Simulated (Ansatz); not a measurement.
# C (Fd-3m) under several functionals

**What was measured.**

“Characterization of the Materials Synthesized by High Pressure-High Temperature Treatment of a Polymer Derived t-BC2N Ceramic”, 2011, pmc:5448883 quotes, for a powder of C: lattice constant a 3.567 Å.

Plane-wave DFT in Ansatz with scalar-relativistic PAW potentials. The same structure was relaxed (cell and atoms, symmetry kept) in separate runs at each level. No spin polarisation.

```tsv
level	cutoff (eV)	k mesh	V (Å³/atom)	a (Å)	gap (eV)	B0 (GPa)
LDA	420	12×12×12	5.506	3.532	4.20	–
PBE+D3(BJ)	420	12×12×12	5.625	3.557	4.18	–
r2SCAN	500	12×12×12	5.641	3.560	4.36	451
PBE	420	12×12×12	5.694	3.571	4.13	432
```

**Question.** Where does PBEsol (420 eV, k mesh 12×12×12) fall?

**Answer.** V (Å³/atom) 5.610, a (Å) 3.554, gap (eV) 4.07. Its volume is between those of LDA and PBE+D3(BJ). The usual order of volumes, LDA < PBEsol < PBE, holds here (5.506, 5.610, 5.694 Å³/atom). As a rule LDA overbinds; PBEsol, built on the gradient expansion of slowly varying densities, lies between LDA and PBE; PBE's stronger gradient term for exchange weakens bonds. Adding D3 to PBE changes the volume by -1.2 %; the term is attractive, so it pulls cells in. r2SCAN lies 0.9 % under PBE in volume. Each gap belongs to its own cell, so it mixes the functional's effect with that of the volume; gaps are the least found on the k mesh or on a band path.

For PBE: Against the measured lattice constant a of C, 3.567 Å (powder; quoted in “Characterization of the Materials Synthesized by High Pressure-High Temperature Treatment of a Polymer Derived t-BC2N Ceramic”, 2011, pmc:5448883), the calculated 3.571 Å is off by +0.1 %. The calculations are for 0 K without zero-point motion.